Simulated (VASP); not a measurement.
# BP, self-consistent run: which settings are enough?

BP, F-43m (no. 216), 2 atoms in the cell. HSE06; PAW potentials P, B (PBE set). VASP 6.6.1.

Wanted: energy within 0.2 meV/atom; levels at the zone centre within 0.003 eV.

What the run is for: comparing ways to start; Accuracy asked: tight.

Levels at the zone centre: counted from the valence top at that point.

POSCAR:
```
BP
1.0
    0.0000000000      2.2690000000      2.2690000000
    2.2690000000      0.0000000000      2.2690000000
    2.2690000000      2.2690000000      0.0000000000
P B
1 1
Direct
    0.7500000000      0.7500000000      0.7500000000
    0.0000000000      0.0000000000      0.0000000000
```

## How the run starts (with a second run first, the time holds both)

| How the run starts (with a second run first, the time holds both) | Energy less reference (meV/atom) | Levels at the zone centre, largest deviation (eV) | Time (s) |
|---|---|---|---|
| from scratch: 18 SCF iterations | 0.00 | 0.0000 | 267 |
| PBE orbitals (WAVECAR): 12 + 9 SCF iterations | 0.00 | 0.0002 | 180 |
| PBE density (CHGCAR): 12 + 13 SCF iterations | 0.00 | 0.0002 | 176 |
| loose PBE orbitals: 9 + 9 SCF iterations | 0.00 | 0.0001 | 171 |
| coarse exchange grid first: 12 + 5 + 5 SCF iterations | 0.00 | 0.0002 | 116 |

Chosen: coarse exchange grid first: 12 + 5 + 5 SCF iterations, the fastest of those that stay within half of the tolerance.

## The input

INCAR.step1:
```
SYSTEM = BP
  ISMEAR = 0
  SIGMA = 0.03
  LWAVE = .TRUE.
  LCHARG = .TRUE.
  ISIF = 2
  PREC = Accurate
  LASPH = .TRUE.
  LREAL = .FALSE.
  ALGO = Normal
  EDIFF = 1E-5
  NELM = 120
  GGA_COMPAT = .FALSE.
  ENCUT = 420
  EFERMI = MIDGAP
  GGA = PE
```

INCAR.step2, as INCAR.step1 but for:
```
- EDIFF = 1E-5
+ LHFCALC = .TRUE.
+ HFSCREEN = 0.2
+ EDIFF = 1E-4
+ PRECFOCK = Fast
+ ISTART = 1
+ NKRED = 2
```

INCAR.step3, as INCAR.step2 but for:
```
- LWAVE = .TRUE.
- LCHARG = .TRUE.
- EDIFF = 1E-4
- PRECFOCK = Fast
- NKRED = 2
+ LWAVE = .FALSE.
+ LCHARG = .FALSE.
+ EDIFF = 1E-6
+ PRECFOCK = Normal
```

KPOINTS:
```
k-points
0
Gamma
  6 6 6
```

Commands (each step's output is kept before the next begins):
```
cat potpaw_PBE.64/P/POTCAR potpaw_PBE.64/B/POTCAR > POTCAR
cp INCAR.step1 INCAR
mpirun -np 1 vasp_std > vasp.out
cp INCAR.step2 INCAR
mpirun -np 1 vasp_std > vasp.out
cp INCAR.step3 INCAR
mpirun -np 1 vasp_std > vasp.out
```

The chosen input took VASP 6.6.1 116 s on 1 core (AMD EPYC 9R14 (Zen 4)), a shared host.
